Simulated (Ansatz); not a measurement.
# AlCo (Pm-3m): modes against uniaxial strain along [001]

Aim: how do the optical modes of AlCo (Pm-3m) shift and split under this strain?

Main program and level: Ansatz 0.2.0; DFT PBEsol, scalar-relativistic, plane waves, PAW; PAW set soft_1.

## Step 1: The starting structure

Symmetry: Pm-3m, No. 221, cubic system. Conventional cell: a = 2.819 Å, b = 2.819 Å, c = 2.819 Å, α = 90.00°, β = 90.00°, γ = 90.00°. Al has 8 Co at 2.44 Å nearest. Co has 8 Al at 2.44 Å nearest. Farther neighbours are not listed.

## Step 2: Bringing the structure to rest

Harmonic phonons are second derivatives at a point where the forces vanish, and they are wanted at zero stress, so atoms and cell are relaxed first.

Input file input.yaml:

```yaml
crystal:
  lattice:
    - [2.81940321, 0.0, 0.0]
    - [0.0, 2.81940321, 0.0]
    - [0.0, 0.0, 2.81940321]
  atoms:
    - { symbol: Al, position: [0.0, 0.0, 0.0] }
    - { symbol: Co, position: [0.5, 0.5, 0.5] }
kpoints:
  mp_grid: { grid: [14, 14, 14] }
hamiltonian:
  xc: pbesol
  pseudopotentials: { kind: paw, azcp: { folder: soft_1 }, xc_functional: pbe }
scf:
  occupations: { method: gaussian, width: 0.1 }
output:
  forces: true
  stress: true
  eigenvalues: true
relax:
  adjacent_minimum: "off"
  f_tol: 0.005
  max_steps: 80
  cell: { stress_tol: 0.05 }
```

Launch:

```bash
$ ansatz run input.yaml --threads 4 --pin off --max-ram 10240MiB --backend cpu --events-out ev --progress --plain --runs-dir out
```

Numbers of over 12 decimals in the logs are rounded to 6 here.

What it wrote:

```text
Engine: ansatz 0.2.0, aarch64-unknown-linux-gnu
Pseudopotentials: kind: paw
Pseudopotential: Al, paw, valence charge 3, recommended cutoff 420 eV (normal), soft_1/Al.paw.azcp
Pseudopotential: Co, paw, valence charge 17, recommended cutoff 420 eV (normal), soft_1/Co.paw.azcp
Functional definition: PBEsol
  exchange = pbesol_x
  correlation = pbesol_c
Crystal: 2 atoms, lattice volume = 22.412 Å³
Basis set: ecut = 420 eV, 461 PW (Γ), exchange–correlation on 40×40×40 points (8 copies of the dense FFT grid, shifted against one another)
Bands: 14, of which v1, the nominal top of the filled ones, is band 10 counted from 1 (9 counted from 0)
Symmetry: 48 space group operations
Space group: Pm-3m (ITA 221), of the structure as read, at distance tolerance 2.8e-5 Å
k-points: 120 of 2744
Non-local potential: Al, projectors of the file, l = 0: 2, l = 1: 2, l = 2: 1
Non-local potential: Co, projectors of the file, l = 0: 3, l = 1: 2, l = 2: 3, l = 3: 1
PAW form: soft (Blöchl's): semilocal exchange-correlation on the pseudo side does not see the compensation charge
PAW frozen core: Al, regenerated for the run's functional, and the local potential with it (the file was generated under x = pbe(κ = 0.804, μ = 0.219515), c = pbe(β = 0.066725))
PAW frozen core: Co, regenerated for the run's functional, and the local potential with it (the file was generated under x = pbe(κ = 0.804, μ = 0.219515), c = pbe(β = 0.066725))
PAW one-centre angular grid: Al, 110 points (default); XC on 64 Gauss nodes
PAW one-centre angular grid: Co, 590 points (default); XC on 64 Gauss nodes
Initial density: superposition of atomic densities (chi_scale 0.1, normalization cell, long waves kept (reshape's long-wave potential 0.00 eV rms))
Initial wavefunctions: pseudopotential atomic-orbital guess
Functional: x = pbesol(κ = 0.804, μ = 0.123457), c = pbesol(β = 0.046)
SCF iter   1: F=—  HF=-5618.994097 eV  |F-HF|=—  |Δ(HF+E_count)|=         —  Δρ=6.93e-2  dr2=9.17e-1  ethr=3.10e-3  ⟨swp⟩=4.1  Hψ=7736  notcnv=0
preconditioner: auto → none  [metal: Δε(μ)=0.079 eV  Ē_g=8.725 eV  σ=0.100 eV  W_gap=0.41  n_scr=6 (ndim 8)  ℏωp=27.2 eV  f_vac=0.000  D(μ)=0.61/eV (n_scr^D=0)  sad-step TF]
SCF iter   2: F=—  HF=-5618.979806 eV  |F-HF|=—  |Δ(HF+E_count)|=   1.43e-2  Δρ=7.49e-2  dr2=1.10e0  ethr=3.10e-3  ⟨swp⟩=1.0  Hψ=2644  notcnv=0
SCF iter   3: F=—  HF=-5618.789151 eV  |F-HF|=—  |Δ(HF+E_count)|=   1.91e-1  Δρ=1.38e-2  dr2=3.69e-2  ethr=3.10e-3  ⟨swp⟩=2.2  Hψ=2317  notcnv=0
SCF iter   4: F=—  HF=-5618.782590 eV  |F-HF|=—  |Δ(HF+E_count)|=   6.56e-3  Δρ=5.56e-3  dr2=5.25e-3  ethr=1.85e-4  ⟨swp⟩=1.2  Hψ=2564  notcnv=0  defer=8
SCF iter   5: F=—  HF=-5618.781528 eV  |F-HF|=—  |Δ(HF+E_count)|=   1.06e-3  Δρ=6.92e-4  dr2=9.75e-5  ethr=2.63e-5  ⟨swp⟩=1.1  Hψ=1724  notcnv=0  defer=8
SCF iter   6: F=—  HF=-5618.781516 eV  |F-HF|=—  |Δ(HF+E_count)|=   1.15e-5  Δρ=6.15e-5  dr2=5.05e-7  ethr=4.87e-7  ⟨swp⟩=2.2  Hψ=2202  notcnv=0  defer=8
SCF iter   7: F=-5618.781516 eV  HF=-5618.781516 eV  |F-HF|=6.97e-9  |Δ(HF+E_count)|=   2.87e-7  Δρ=6.80e-6  dr2=7.51e-9  ethr=5.00e-10  ⟨swp⟩=5.6  Hψ=7733  notcnv=0
SCF 1 converged in 7 iterations: F = -5618.781516 eV  dr2 = 7.51e-9
  greatest PAW one-centre occupation: 1.001 electrons in one spin orbital (limit 2), on the Co atom at site 1 (counted from 0), in its partial waves of l = 1
relax step   1: F+E_penalty+E_count = -5618.78151591 eV  Δ(F+E_penalty+E_count) = +0.000e0 eV  max|allowed force component| = 8.848e-29 eV/Å  Δτ_max = 0.0000 Å  P = +0.625 GPa  Ω = 22.412 Å³  (7 SCF iters, dr2 threshold 1.00e-7 eV, accepted)
Crystal: 2 atoms, lattice volume = 22.451 Å³
Initial density: handed on by an earlier stage of this run
Initial wavefunctions: those handed on with the density
iter 1 solved again at ethr=1.51e-8 eV; its pass at ethr=3.10e-3 eV (dr2=3.03e-6 eV) is discarded
SCF iter   1: F=—  HF=-5618.781583 eV  |F-HF|=—  |Δ(HF+E_count)|=         —  Δρ=1.58e-4  dr2=3.81e-6  ethr=1.51e-8  ⟨swp⟩=2.0  Hψ=9605  notcnv=0
preconditioner: auto → none  [metal: Δε(μ)=0.071 eV  Ē_g=8.499 eV  σ=0.100 eV  W_gap=0.35  n_scr=6 (ndim 8)  ℏωp=27.1 eV  f_vac=0.000  D(μ)=0.67/eV (n_scr^D=6)]
SCF iter   2: F=—  HF=-5618.781610 eV  |F-HF|=—  |Δ(HF+E_count)|=   2.73e-5  Δρ=4.08e-5  dr2=2.38e-7  ethr=1.51e-8  ⟨swp⟩=1.3  Hψ=1819  notcnv=0
iter 3 did not close the SCF: its close was put off for the readings that it lacked (scf_convergence_deferred on its scf_iter line)
SCF iter   3: F=-5618.781610 eV  HF=-5618.781610 eV  |F-HF|=9.13e-9  |Δ(HF+E_count)|=   1.14e-7  Δρ=7.93e-6  dr2=8.70e-9  ethr=1.19e-9  ⟨swp⟩=2.0  Hψ=2339  notcnv=0
iter 4 did not close the SCF: its close was put off for the readings that it lacked (scf_convergence_deferred on its scf_iter line)
SCF iter   4: F=-5618.781610 eV  HF=-5618.781610 eV  |F-HF|=2.99e-10  |Δ(HF+E_count)|=   1.95e-9  Δρ=2.26e-6  dr2=6.21e-10  ethr=4.35e-11  ⟨swp⟩=2.4  Hψ=2566  notcnv=0
iter 5 did not close the SCF: its close was put off for the readings that it lacked (scf_convergence_deferred on its scf_iter line)
SCF iter   5: F=-5618.781610 eV  HF=-5618.781610 eV  |F-HF|=0.00e0  |Δ(HF+E_count)|=  2.91e-11  Δρ=7.47e-8  dr2=6.24e-13  ethr=3.10e-12  ⟨swp⟩=1.0  Hψ=1695  notcnv=0
SCF iter   6: F=-5618.781610 eV  HF=-5618.781610 eV  |F-HF|=0.00e0  |Δ(HF+E_count)|=    0.00e0  Δρ=6.45e-9  dr2=6.26e-15  ethr=1.00e-12  ⟨swp⟩=1.0  Hψ=3844  notcnv=0
SCF 2 converged in 6 iterations: F = -5618.781610 eV  dr2 = 6.26e-15
relax step   2: F+E_penalty+E_count = -5618.78160979 eV  Δ(F+E_penalty+E_count) = -9.387e-5 eV  max|allowed force component| = 2.284e-30 eV/Å  Δτ_max = 0.0000 Å  P = +0.277 GPa  Ω = 22.451 Å³  energy of the carried Pulay correction = -1.820e-5 eV  (6 SCF iters, dr2 threshold 2.00e-7 eV, accepted)
Crystal: 2 atoms, lattice volume = 22.483 Å³
iter 1 solved again at ethr=1.03e-8 eV; its pass at ethr=3.10e-3 eV (dr2=2.06e-6 eV) is discarded
SCF iter   1: F=—  HF=-5618.781595 eV  |F-HF|=—  |Δ(HF+E_count)|=         —  Δρ=1.30e-4  dr2=2.56e-6  ethr=1.03e-8  ⟨swp⟩=2.0  Hψ=9608  notcnv=0
preconditioner: auto → none  [metal: Δε(μ)=0.072 eV  Ē_g=8.488 eV  σ=0.100 eV  W_gap=0.36  n_scr=6 (ndim 8)  ℏωp=27.1 eV  f_vac=0.000  D(μ)=0.68/eV (n_scr^D=6)]
iter 2 did not close the SCF: its close was put off for the readings that it lacked (scf_convergence_deferred on its scf_iter line)
SCF iter   2: F=-5618.781623 eV  HF=-5618.781623 eV  |F-HF|=1.31e-7  |Δ(HF+E_count)|=   2.75e-5  Δρ=3.32e-5  dr2=1.54e-7  ethr=1.03e-8  ⟨swp⟩=1.5  Hψ=1932  notcnv=0
iter 3 did not close the SCF: its close was put off for the readings that it lacked (scf_convergence_deferred on its scf_iter line)
SCF iter   3: F=-5618.781623 eV  HF=-5618.781623 eV  |F-HF|=5.30e-9  |Δ(HF+E_count)|=   8.22e-8  Δρ=6.33e-6  dr2=5.36e-9  ethr=7.68e-10  ⟨swp⟩=2.0  Hψ=2371  notcnv=0
iter 4 did not close the SCF: its close was put off for the readings that it lacked (scf_convergence_deferred on its scf_iter line)
SCF iter   4: F=-5618.781623 eV  HF=-5618.781623 eV  |F-HF|=2.20e-10  |Δ(HF+E_count)|=   1.43e-9  Δρ=1.90e-6  dr2=4.43e-10  ethr=2.68e-11  ⟨swp⟩=2.2  Hψ=2532  notcnv=0
iter 5 did not close the SCF: its close was put off for the readings that it lacked (scf_convergence_deferred on its scf_iter line)
SCF iter   5: F=-5618.781623 eV  HF=-5618.781623 eV  |F-HF|=1.82e-12  |Δ(HF+E_count)|=  2.36e-11  Δρ=4.40e-8  dr2=2.08e-13  ethr=2.22e-12  ⟨swp⟩=1.1  Hψ=1701  notcnv=0
SCF iter   6: F=-5618.781623 eV  HF=-5618.781623 eV  |F-HF|=1.82e-12  |Δ(HF+E_count)|=  1.82e-12  Δρ=4.52e-9  dr2=2.76e-15  ethr=1.00e-12  ⟨swp⟩=1.0  Hψ=3842  notcnv=0
SCF 3 converged in 6 iterations: F = -5618.781623 eV  dr2 = 2.76e-15
relax step   3: F+E_penalty+E_count = -5618.78162289 eV  Δ(F+E_penalty+E_count) = -1.311e-5 eV  max|allowed force component| = 3.517e-30 eV/Å  Δτ_max = 0.0000 Å  P = +0.001 GPa  Ω = 22.483 Å³  energy of the carried Pulay correction = -3.272e-5 eV  (6 SCF iters, dr2 threshold 1.92e-7 eV, accepted)
Initial wavefunctions: pseudopotential atomic-orbital guess (no wavefunctions were taken with the density)
iter 1 solved again at ethr=1.39e-8 eV; its pass at ethr=3.10e-3 eV (dr2=2.78e-6 eV) is discarded
SCF iter   1: F=—  HF=-5618.781622 eV  |F-HF|=—  |Δ(HF+E_count)|=         —  Δρ=3.73e-6  dr2=1.08e-9  ethr=1.39e-8  ⟨swp⟩=3.0  Hψ=12738  notcnv=0
preconditioner: auto → none  [metal: Δε(μ)=0.071 eV  Ē_g=8.488 eV  σ=0.100 eV  W_gap=0.35  n_scr=6 (ndim 8)  ℏωp=27.1 eV  f_vac=0.000  D(μ)=0.68/eV (n_scr^D=6)]
SCF iter   2: F=—  HF=-5618.781648 eV  |F-HF|=—  |Δ(HF+E_count)|=   2.60e-5  Δρ=1.96e-6  dr2=1.93e-10  ethr=5.41e-12  ⟨swp⟩=2.0  Hψ=2911  notcnv=0
iter 3 did not close the SCF: its close was put off for the readings that it lacked (scf_convergence_deferred on its scf_iter line)
SCF iter   3: F=-5618.781648 eV  HF=-5618.781648 eV  |F-HF|=1.00e-11  |Δ(HF+E_count)|=  9.64e-11  Δρ=5.41e-7  dr2=1.37e-11  ethr=1.00e-12  ⟨swp⟩=2.8  Hψ=2442  notcnv=0
iter 4 did not close the SCF: its close was put off for the readings that it lacked (scf_convergence_deferred on its scf_iter line)
SCF iter   4: F=-5618.781648 eV  HF=-5618.781648 eV  |F-HF|=9.09e-13  |Δ(HF+E_count)|=  1.18e-11  Δρ=9.09e-8  dr2=7.82e-13  ethr=1.00e-12  ⟨swp⟩=1.0  Hψ=1680  notcnv=0
iter 5 did not close the SCF: its close was put off for the readings that it lacked (scf_convergence_deferred on its scf_iter line)
SCF iter   5: F=-5618.781648 eV  HF=-5618.781648 eV  |F-HF|=9.09e-13  |Δ(HF+E_count)|=    0.00e0  Δρ=2.56e-8  dr2=3.11e-14  ethr=1.00e-12  ⟨swp⟩=1.0  Hψ=1680  notcnv=0
iter 6 did not close the SCF: its close was put off for the readings that it lacked (scf_convergence_deferred on its scf_iter line)
SCF iter   6: F=-5618.781648 eV  HF=-5618.781648 eV  |F-HF|=9.09e-13  |Δ(HF+E_count)|=  1.82e-12  Δρ=2.99e-9  dr2=1.67e-15  ethr=1.00e-12  ⟨swp⟩=1.0  Hψ=1680  notcnv=0
SCF iter   7: F=-5618.781648 eV  HF=-5618.781648 eV  |F-HF|=0.00e0  |Δ(HF+E_count)|=  1.82e-12  Δρ=1.22e-9  dr2=2.59e-16  ethr=1.00e-12  ⟨swp⟩=1.9  Hψ=4242  notcnv=0
SCF 4 converged in 7 iterations: F = -5618.781648 eV  dr2 = 2.59e-16
relax step   4: F+E_penalty+E_count = -5618.78164758 eV  Δ(F+E_penalty+E_count) = -2.469e-5 eV  max|allowed force component| = 1.611e-30 eV/Å  Δτ_max = 0.0000 Å  P = +0.003 GPa  Ω = 22.483 Å³  stress off target by 2.76e-3 GPa  SCF on the basis re-selected at this cell (its energy is not comparable with the rows above)  (7 SCF iters)
basis re-selected at this cell: Δ(F+E_penalty+E_count) = -2.469e-5 eV, ΔP = +0.001 GPa vs the last step (what re-selecting the basis moved, of the pressure what is left beyond the Pulay correction that the steps carried, after the strain that the cell walked since its last selection, with what the two solves' SCF thresholds leave and, on support functions, any second-order correction that the steps lacked; it is no m [...]
SCF converged after 7 iterations
Free energy (F): -5618.781648 eV
Harris-Foulkes:  -5618.781648 eV  (|F-HF|=0.00e0)
Internal energy: -5618.778269 eV  (E = F + TS)
E sigma→0 (E₀):  -5618.779958 eV
Entropy (-TS):   -0.003378 eV (-1.689 meV/atom)
Fermi energy:    14.859799 eV
--- Per-component energies (eV) ---
  E_band       = -276.501093
  E_kinetic    = 323.195129
  E_local      = -3456.899922  (includes V_loc(G=0)·N_el)
  E_nonlocal   = 450.211349
  E_hartree    = 1562.408162
  E_xc         = -131.757735
  E_vxc        = -151.246165  (∫ρ·V_xc dr)
  E_paw        = -2000.614351  (= ΣΔE_a)
  E_vpaw       = -566.577810  (= ΣTr[D̂ρ^β])
  E_aug_tail   = 0.000002  (compensation charges beyond the density's cutoff)
  E_ewald      = -2365.528461
  E_core_change = 0.207559  (= ΣΔE_core)
  E_smearing   = -0.003378  (= −TS)
  E_closure    = 0.000000  (closes the sum)
  Σ components = -5618.781648   (vs F -5618.781648, Δ=0.00e0)
--- Forces (eV/Å), atoms counted from 1 ---
  atom   1  Al     0.00000000     0.00000000     0.00000000
  atom   2  Co    -0.00000000     0.00000000    -0.00000000
  max |Σ_I F_I| component: 3.09e-30 eV/Å
--- Stress (GPa, compression-positive) ---
        0.002764      -0.000000       0.000000
       -0.000000       0.002764      -0.000000
        0.000000      -0.000000       0.002764
  P = ⅓ Tr σ = 0.0028 GPa (0.028 kbar)
--- Band table (eV; the first three rows and the last of 120) ---
  k-point 0: bands = [... 6 lower, 11.7175, 14.0008, 14.0008, 14.0008, 20.9327, 20.9327, 20.9327, 23.6878]
  k-point 1: bands = [... 6 lower, 11.7456, 13.9456, 13.9456, 14.0066, 19.9976, 21.0711, 21.0711, 23.6711]
  k-point 2: bands = [... 6 lower, 11.8257, 13.7981, 13.7981, 14.0231, 18.4451, 21.4690, 21.4690, 23.6219]
  k-point 119: bands = [... 6 lower, 10.7711, 14.6321, 14.6321, 17.1810, 17.1810, 17.1810, 19.2478, 20.3834]
--- Relaxed structure (3 steps of the walk, 3 accepted, 1 SCFs on fresh bases) ---
  F+E_penalty+E_count = -5618.78164758 eV   max|allowed force component| = 1.611e-30 eV/Å   (the final SCF, on the basis selected at the relaxed cell)
  cell:  # Å, volume = 22.4832 Å³
    - [2.822406, 0, 0]
    - [0, 2.822406, 0]
    - [0.0, 0, 2.822406]
  atoms:
    - { symbol: Al, position: [0, 0, 0] }
    - { symbol: Co, position: [0.5, 0.5, 0.5] }
```

The job ended after 3 s (4 threads of Arm Neoverse V1, shared host; peak memory 0.34 GiB; 10 s of CPU time).

This run has no spin polarisation, although Co can carry a moment.

The steps of the relaxation:

| step | energy less that of the first step (eV) | largest force component (eV/Å) | pressure (GPa) | volume (Å³) |
| --- | --- | --- | --- | --- |
| 1 | 0.0000 | 0.0000 | 0.62 | 22.41 |
| 2 | -0.0001 | 0.0000 | 0.28 | 22.45 |
| 3 | -0.0001 | 0.0000 | 0.00 | 22.48 |
| 4* | -0.0001 | 0.0000 | 0.00 | 22.48 |

Relaxation steps marked * repeat the geometry before them on a plane-wave basis chosen anew for their cell, so energy and pressure can jump there.

Forces are held to the 48 operations that the run works with; a distortion that breaks them can't arise in this run.

| conventional cell, symmetrised | before | after | change |
| --- | --- | --- | --- |
| a (Å) | 2.819 | 2.822 | +0.1 % |
| b (Å) | 2.819 | 2.822 | +0.1 % |
| c (Å) | 2.819 | 2.822 | +0.1 % |
| volume (Å³/atom) | 11.21 | 11.24 | +0.3 % |

The relaxed structure:

```
Al Co
1.0
     2.82241    0.00000    0.00000
     0.00000    2.82241    0.00000
     0.00000    0.00000    2.82241
Al Co
1 1
Direct
  0.00000 0.00000 0.00000
  0.50000 0.50000 0.50000
```

Numbers from this step:

- pressure: 0.002764 GPa
- volume per atom: 11.24 Å³
- gap on the k-mesh: 0 eV

In this step the volume went from 11.21 to 11.24 Å³/atom.

## Step 3: Tight relaxation

Phonons need small forces and stress, so the relaxation is finished with tight tolerances on 16×16×16 k points.

input.yaml, the sections that differ from step 2:

```yaml
crystal:
  lattice:
    - [2.822406486, 0.0, 0.0]
    - [0.0, 2.822406486, 0.0]
    - [0.0, 0.0, 2.822406486]
  atoms:
    - { symbol: Al, position: [0.0, 0.0, 0.0] }
    - { symbol: Co, position: [0.5, 0.5, 0.5] }
kpoints:
  mp_grid: { grid: [16, 16, 16] }
scf:
  occupations: { method: methfessel_paxton, width: 0.2 }
relax:
  adjacent_minimum: "off"
  f_tol: 0.001
  max_steps: 60
  cell: { stress_tol: 0.01 }
# hamiltonian, output: as in step 2
```

What it wrote:

```text
[...]
Crystal: 2 atoms, lattice volume = 22.483 Å³
Basis set: ecut = 420 eV, 461 PW (Γ), exchange–correlation on 40×40×40 points (8 copies of the dense FFT grid, shifted against one another)
Bands: 14, of which v1, the nominal top of the filled ones, is band 10 counted from 1 (9 counted from 0)
Symmetry: 48 space group operations
[...]
k-points: 165 of 4096
[...]
k-point 164: bands = [... 6 lower, 10.7726, 14.6327, 14.6327, 17.1846, 17.1846, 17.1846, 19.2535, 20.3869]
--- Relaxed structure (3 steps of the walk, 3 accepted, 1 SCFs on fresh bases) ---
[...]
cell:  # Å, volume = 22.4785 Å³
    - [2.822209, 0, 0]
    - [0, 2.822209, 0.0]
    - [0, 0.0, 2.822209]
  atoms:
    - { symbol: Al, position: [0, 0, 0] }
    - { symbol: Co, position: [0.5, 0.5, 0.5] }
[key lines of the parts left out:]
SCF converged after 5 iterations
Free energy (F): -5618.777913 eV
Fermi energy:    14.862561 eV
P = ⅓ Tr σ = 0.0005 GPa (0.005 kbar)
```

The job ended after 3.5 s (4 threads; peak memory 0.36 GiB).

Little changed from the start: no atom moved by 0.005 Å and no cell edge by 0.1 %.

This step gave:

```yaml
pressure: 5.47e-4 GPa
```

The forces vanish by symmetry and the pressure is 0.001 GPa, within the tolerances set. The cell now holds 11.24 Å³/atom.

[end of part 1 of 2]

[Logs are printed without paths, hosts, clocks, repeated set-up lines and the standing remarks that a program may print on its own settings, such as how far it seeks lower states.]

[Hosts, paths, dates, database ids (printed as entryN), source tags and the programs' standing remarks are cut or masked in the printed files.]
